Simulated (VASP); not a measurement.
**ZnS in VASP: how settings move the PBE single point**

The PBE single point of ZnS built on the zincblende prototype, under +3.0 % biaxial strain in the (111) plane, free along [111] is repeated with altered inputs. Which of them can be trusted?

Program: VASP 6.6.1. PAW datasets, plane waves. The values are computed, spin-unpolarised, and not measurements.

## 1. The structure to begin with

The cell comes from an earlier relaxation with r2SCAN in another program, then strained, with the atoms relaxed again.

The symmetry is R3m (No. 160, trigonal); conventional cell a = 3.924 Å, c = 9.169 Å, 20.38 Å³ an atom. Around Zn lie 4 S at 2.34–2.38 Å; around S lie 4 Zn at 2.34–2.38 Å.

As a file:

```
CELL_PARAMETERS angstrom
-0.08528 2.68963 2.68963
2.68963 -0.08528 2.68963
2.68963 2.68963 -0.08528
ATOMIC_POSITIONS crystal
Zn 0.99742 0.99742 0.99742
S 0.25258 0.25258 0.25258
```

## 2. Baseline

Input file INCAR:

```
ENCUT = 520.000000
SIGMA = 0.020000
EDIFF = 1.00e-07
GGA = PE
PREC = Accurate
IBRION = -1
ISIF = 2
ISMEAR = -1
NBANDS = 16
NELM = 120
NSW = 0
LASPH = .TRUE.
LCHARG = .TRUE.
LELF = .TRUE.
LWAVE = .FALSE.
LREAL = .FALSE.
```

Input file KPOINTS:

```
KPOINTS created by Atomic Simulation Environment
0
Gamma
8 8 8
0 0 0
```

Input file POSCAR:

```
Zn S
 1.0000000000000000
    -0.0852774290000000    2.6896309774999998    2.6896309774999998
     2.6896309774999998   -0.0852774290000000    2.6896309774999998
     2.6896309774999998    2.6896309774999998   -0.0852774290000000
 Zn  S
   1   1
Cartesian
 -0.0136697235645530 -0.0136697235645530 -0.0136697235645530
  1.3371658550645531  1.3371658550645531  1.3371658550645533
```

A file KPOINTS_OPT adds named points for the levels; it doesn't enter the self-consistent loop.

Potentials: the recommended PBE PAW datasets, 18 valence electrons.

Run with:

```sh
mpirun -np 1 vasp_std
```

## 3. Altered input 1

Input file INCAR:

```
ENCUT = 520.000000
SIGMA = 0.020000
EDIFF = 1.00e-07
PREC = Accurate
IBRION = -1
ISIF = 2
ISMEAR = -1
NBANDS = 16
NELM = 120
NSW = 0
LCHARG = .FALSE.
LWAVE = .FALSE.
LREAL = .FALSE.
MAXMIX = 5
LASPH = .FALSE.
METAGGA = MBJ
```

KPOINTS is that of step 2.

POSCAR is that of step 2.

## 4. Altered input 2

Input file INCAR:

```
ENCUT = 520.000000
EDIFF = 1.00e-07
GGA = PE
PREC = Accurate
IBRION = -1
ISIF = 2
NBANDS = 16
NSW = 0
LASPH = .TRUE.
LCHARG = .FALSE.
LWAVE = .FALSE.
LREAL = .FALSE.
ISMEAR = 1
SIGMA = 0.05
IVDW = 20
NELM = 50
```

KPOINTS is that of step 2.

POSCAR is that of step 2.

## 5. Altered input 3

Input file INCAR:

```
ENCUT = 520.000000
SIGMA = 0.020000
GGA = PE
PREC = Accurate
IBRION = -1
ISIF = 2
ISMEAR = -1
NBANDS = 16
NELM = 120
NSW = 0
LASPH = .TRUE.
LCHARG = .FALSE.
LWAVE = .FALSE.
LREAL = .FALSE.
EDIFF = 0.0001
LDAU = .TRUE.
LDAUTYPE = 2
LDAUL = 2 -1
LDAUU = 2.0 0
LDAUJ = 0 0
LMAXMIX = 4
```

Input file KPOINTS:

```
KPOINTS created by Atomic Simulation Environment
0
Monkhorst-Pack
8 8 8
0 0 0
```

POSCAR is that of step 2.

Q: Predict the outcome of this session. Wanted: for each run, changed; ending; energy change; pressure; electronic steps; usable.

As calculated:

| run | changed | ending | energy change (meV/atom) | pressure (GPa) | gap on the mesh (eV; negative: overlap) | electronic steps | time | usable |
| --- | --- | --- | --- | --- | --- | --- | --- | --- |
| ref. | – | converged | 0 | -0.6 | 1.81 | 14 | 37 s | yes |
| 1 | MAXMIX = 5, LASPH = .FALSE., METAGGA = MBJ | converged | – | – | 3.39 | 40 | 1.7 min | yes |
| 2 | ISMEAR = 1, SIGMA = 0.05, IVDW = 20, NELM = 50 | converged | – | -1.6 | 1.81 | 14 | 46 s | yes |
| 3 | EDIFF = 0.0001, LDAU = .TRUE., LDAUTYPE = 2, LDAUL = 2 -1, LDAUU = 2.0 0, LDAUJ = 0 0, LMAXMIX = 4, shifted mesh | converged | – | -1.2 | 2.39 | 11 | 31 s | no |

What this shows: Of 3 altered inputs, 1 ended normally on a faulty or unsound input, 2 gave usable results.
